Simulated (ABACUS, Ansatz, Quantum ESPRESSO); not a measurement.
## KCl: 3 runs at one level of theory

```xyz
2
Lattice="0.0000 3.1465 3.1465 3.1465 0.0000 3.1465 3.1465 3.1465 0.0000" Properties=species:S:1:pos:R:3 pbc="T T T"
K     0.0000    0.0000    0.0000
Cl    3.1465    3.1465    3.1465
```

Alike in all runs: task single point; functional PBE; k mesh 6 × 6 × 6; occupations fermi-dirac, width 0.05 eV; no spin polarisation; no spin-orbit coupling. Pressure is positive in compression and, in plane waves, holds the error of the finite cutoff, which Ansatz's Pulay term estimates and takes out.

| program and potentials | plane-wave cutoff (eV) | notes | band gap (eV) | pressure (GPa) |
| --- | --- | --- | --- | --- |
| ABACUS, SG15 ONCV 1.2 PBE, plane waves | 1007 | - | 5.19 | 0.74 |
| Ansatz, PAW datasets made for the crystal | 220 | - | 5.19 | 0.76 |
| Quantum ESPRESSO, PseudoDojo 0.4.1 SR LDA stringent | 980 | potentials made for LDA | 5.21 | 0.66 |

The band gap spans 5.19 (Ansatz, PAW datasets made for the crystal) to 5.21 eV (Quantum ESPRESSO, PseudoDojo 0.4.1 SR LDA stringent). The pressure spans 0.66 (Quantum ESPRESSO, PseudoDojo 0.4.1 SR LDA stringent) to 0.76 GPa (Ansatz, PAW datasets made for the crystal). Some sets were made for another functional than the one run, which can shift their rows.

Differences between rows come from potentials, basis sets and numerical settings, since the functional is the same but for its coding. Runs on potential files found faulty are left out.
